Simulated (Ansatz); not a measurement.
W:

```
W
1.0
     0.00000    2.03000    2.03000
     2.03000    0.00000    2.03000
     2.03000    2.03000    0.00000
W
1
Direct
  0.00000 0.00000 0.00000
```

This isn't the form of W at room conditions, which is bcc.

```yaml
Program: Ansatz 0.2.0
Task: single point
Functional: PBEsol
Potentials_or_basis: Ansatz PAW
Cutoff: "420 eV (not typed: the program's choice for these potentials)"
k_mesh: 11 × 11 × 11
Occupations: fermi-dirac, width 0.05 eV
Spin: no spin polarisation
```

On this cell: pressure -12.7 GPa; band gap on the k mesh none (metal or under the smearing width).

The same run follows on a disturbed copy (cell strained at random at fixed volume):

```
CELL_PARAMETERS angstrom
0.01192 2.00823 2.03186
2.02971 0.01106 2.03272
2.05415 2.03352 -0.01337
ATOMIC_POSITIONS crystal
W 0.99325 0.99126 0.01410
```

Task: What changes?

Result: The energy (extrapolated to zero smearing) moves by -4.4 meV/atom; pressure -12.7 GPa; band gap on the k mesh none (metal or under the smearing width).

Stress tensor (GPa, compression positive):
```
-12.06   2.41  -0.72
  2.41 -14.44  -1.01
 -0.72  -1.01 -11.54
```

The energy falls, though the first cell shows no forces: that form is unstable against this distortion, unless noise or another electronic state is at work.

Caveats: the PAW data sets come from PBE, with cores solved anew for the run's functional, which leaves a small shift of forces and pressure.
